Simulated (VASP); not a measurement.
Runs of VASP 6.6.1 on GaP. It takes space group F-43m (No. 216, cubic). Conventional cell: a = 5.451 Å, b = 5.451 Å, c = 5.451 Å, α = 90.00°, β = 90.00°, γ = 90.00°. Ga (site symmetry -43m) has 4 P at 2.36 Å as nearest neighbours. Around P (site symmetry -43m) lie 4 Ga at 2.36 Å. 

| level | potentials or basis | spin | k mesh | cutoff (eV) | further INCAR settings | grid for exact exchange (PRECFOCK) | screening parameter | mesh quality | gap on the mesh (eV) | pressure (GPa) |
| --- | --- | --- | --- | --- | --- | --- | --- | --- | --- | --- |
| PBEsol | VASP PAW PBE potentials, release 64 (Ga_d, P) | off | 7 × 7 × 7 | 520 | ALGO = Fast; EDIFF = 1e-06 | - | - | not flagged | 1.46 | -0.7 |
| LDA | VASP PAW LDA potentials, release 64 (Ga_d, P) | off | 7 × 7 × 7 | 520 | ALGO = Fast; EDIFF = 1e-06 | - | - | not flagged | (c) | -2.7 |
| PBE | VASP PAW PBE potentials, release 64 (Ga_d, P) | off | 7 × 7 × 7 | 520 | ALGO = Fast; EDIFF = 1e-06 | - | - | not flagged | (a) | 2.4 |
| LDA | VASP PAW LDA potentials, release 64 (Ga_d, P) | off | 4 × 4 × 4 | 300 | ALGO = Fast; EDIFF = 1e-06 | - | - | coarse | 1.46 | - |
| PBEsol | VASP PAW PBE potentials, release 64 (Ga_d, P) | SOC, no magnetisation | 7 × 7 × 7 | 520 | ALGO = Fast; EDIFF = 1e-06 | - | - | not flagged | - | -0.6 |
| HSE06 | VASP PAW PBE potentials, release 64 (Ga_d, P) | off | 5 × 5 × 5 | 520 | ALGO = Normal; EDIFF = 1e-06 | Normal | 0.2 1/A | not flagged | 2.31 | 0.6 |
| r2SCAN | VASP PAW PBE potentials, release 64 (Ga_d, P) | off | 7 × 7 × 7 | 520 | ALGO = Normal; EDIFF = 1e-06 | - | - | not flagged | 1.85 | (b) |

Alike in all rows: task single point; cell as given; smearing fermi-dirac 0.02 eV.

Q: Estimate the missing entries.

A: (a) 1.59; (b) 0.0; (c) 1.44.

Caveats: some runs use coarse meshes; an odd mesh through Γ misses points on the zone boundary, where band edges often lie (some runs); the PAW data sets were made with another functional, which shifts forces and pressure a little (some runs); the cutoff is under 1.25 times the usual one of these potentials, so pressure, stress and relaxed cells hold a basis-set (Pulay) error (some runs).

A k mesh can miss the band edges, and rows without SOC leave out spin-orbit coupling on Ga.
